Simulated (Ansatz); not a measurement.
## MgB2: band structure with PBE

The system is MgB2.

```
Mg B
1.0
     3.08500    0.00000    0.00000
    -1.54250    2.67169    0.00000
     0.00000    0.00000    3.52300
Mg B
1 2
Direct
  0.00000 0.00000 0.00000
  0.66667 0.33333 0.50000
  0.33333 0.66667 0.50000
```

| Property | Result |
| --- | --- |
| Program | Ansatz 0.2.0 |
| Task | band structure |
| Functional | PBE |
| Potentials or basis | all-electron LAPW, scalar-relativistic |
| Cutoff | 269 eV (chosen from the basis error) |
| Basis error allowed | 0.002 eV/atom |
| k mesh | 10 × 10 × 8 |
| Occupations | fermi-dirac, width 0.05 eV |
| Spin | no spin polarisation |

* Pressure: -0.9 GPa
* Band gap along the path: none (metal or under the smearing width)

Levels at the corners of the path, in eV from the Fermi level:
```csv
point,band 7,band 8,band 9,band 10,band 11,band 12,band 13,band 14
Γ,-12.45,-2.97,0.32,0.32,1.61,6.26,6.26,8.03
M,-8.56,-7.86,-2.21,0.17,3.03,3.83,5.28,7.05
K,-7.29,-7.29,-5.88,1.76,1.76,6.13,6.13,8.75
Γ,-12.45,-2.97,0.32,0.32,1.61,6.26,6.26,8.03
A,-11.16,-7.46,0.70,0.70,6.60,6.60,7.90,9.80
L,-7.60,-6.94,-3.59,-1.91,-1.34,5.66,8.72,8.85
H,-6.40,-6.40,-5.20,-2.04,-2.04,3.52,11.59,11.85
A,-11.16,-7.46,0.70,0.70,6.60,6.60,7.90,9.80
```

It took 9.3 s on 2 threads of Intel(R) Xeon(R) Platinum 8259CL CPU @ 2.50GHz (Skylake/Cascade Lake), with other jobs on the host, peak memory 0.32 GiB.
